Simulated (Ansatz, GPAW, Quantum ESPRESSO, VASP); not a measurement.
# Au: programs and potentials compared

```xyz
1
Lattice="0.0000 2.0350 2.0350 2.0350 0.0000 2.0350 2.0350 2.0350 0.0000" Properties=species:S:1:pos:R:3 pbc="T T T"
Au    0.0000    0.0000    0.0000
```

Alike in all runs: task band structure; functional PBE; k mesh 11 × 11 × 11; occupations fermi-dirac, width 0.05 eV; no spin polarisation; no spin-orbit coupling. Pressure is positive in compression and, in plane waves, holds the error of the finite cutoff, which Ansatz's Pulay term estimates and takes out.

```csv
program and potentials,plane-wave cutoff (eV),notes,pressure (GPa)
"Ansatz, Ansatz PAW large core",420,11 valence electrons an atom on average; Pulay term of +0.04 GPa included,10.66
"Ansatz, Ansatz PAW",420,19 valence electrons an atom on average; Pulay term of +0.06 GPa included,10.79
"Ansatz, Ansatz PAW polarizable",420,19 valence electrons an atom on average; Pulay term of +0.06 GPa included,10.79
"VASP, PBE PAW files Au, release 54, 500 eV",500,11 valence electrons an atom on average,10.49
"Quantum ESPRESSO, SPMS 1.0 PBE",925,19 valence electrons an atom on average,10.78
"GPAW, GPAW PAW data sets (gpaw-data 1.2.1)",600,11 valence electrons an atom on average,13.31
"Quantum ESPRESSO, PseudoDojo 0.4.1 SR PBE standard",1034,19 valence electrons an atom on average,10.34
"VASP, PBE PAW files Au, release 54, 520 eV",520,11 valence electrons an atom on average,10.54
"Ansatz, Ansatz NC",1034,19 valence electrons an atom on average; Pulay term of +0.04 GPa included,10.86
"Ansatz, all-electron LAPW, scalar-relativistic",-,-,10.77
```

The pressure spans 10.34 (Quantum ESPRESSO, PseudoDojo 0.4.1 SR PBE standard) to 13.31 GPa (GPAW, GPAW PAW data sets (gpaw-data 1.2.1)), with all-electron results at 10.77. The cell lies far from this level's equilibrium.

Differences between rows come from potentials, basis sets and numerical settings, since the functional is the same but for its coding. Runs on potential files found faulty are left out.
